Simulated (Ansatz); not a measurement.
# MgI2: the cost of one run

Computed with Ansatz 0.2.0 (reference: DFT, PBE, plane waves, PAW, unless a step's input says otherwise).

1 further run of the same task is left out (for a known fault of the program).

### 1 Starting point

It takes space group Fm-3m (No. 225, cubic). Conventional cell: a = 7.511 Å, b = 7.511 Å, c = 7.511 Å, α = 90.00°, β = 90.00°, γ = 90.00°. Mg (site symmetry m-3m) has 8 I at 3.25 Å as nearest neighbours. I (site symmetry -43m) is surrounded by 4 Mg at 3.25 Å.

As a file:

```cif
data_structure
_symmetry_space_group_name_H-M 'P 1'
_symmetry_Int_Tables_number 1
_cell_length_a 5.3114
_cell_length_b 5.3114
_cell_length_c 5.3114
_cell_angle_alpha 60.000
_cell_angle_beta 60.000
_cell_angle_gamma 60.000
_cell_volume 105.95
loop_
_atom_site_label
_atom_site_type_symbol
_atom_site_fract_x
_atom_site_fract_y
_atom_site_fract_z
_atom_site_occupancy
Mg1 Mg 0.00000 0.00000 0.00000 1
I1 I 0.25000 0.25000 0.25000 1
I2 I 0.75000 0.75000 0.75000 1
```

### 2 The reference run

Contents of input.yaml:

```yaml
crystal:
  lattice:
    - [0.0, 3.7557205847, 3.7557205847]
    - [3.7557205847, 0.0, 3.7557205847]
    - [3.7557205847, 3.7557205847, 0.0]
  atoms:
    - { symbol: Mg, position: [0.0, 0.0, 0.0] }
    - { symbol: I, position: [0.25, 0.25, 0.25] }
    - { symbol: I, position: [0.75, 0.75, 0.75] }
kpoints:
  mp_grid: { grid: [4, 4, 4] }
hamiltonian:
  xc: pbe
scf:
  occupations: { method: fixed }
  n_extra_bands: 4
output:
  forces: true
  stress: true
  eigenvalues: true
  write_density: true
  write_potential: true
  elf: true
  volumetric_format: npy
```

Started as:

```
ansatz run input.yaml --threads 4 --pin off --max-ram 3686MiB --backend cpu --events-out ev --progress --plain --runs-dir out
```

What time and memory should one allow on 4 threads of an x86-64 CPU, shared host?

About 3 s, with a peak of 0.38 GiB.
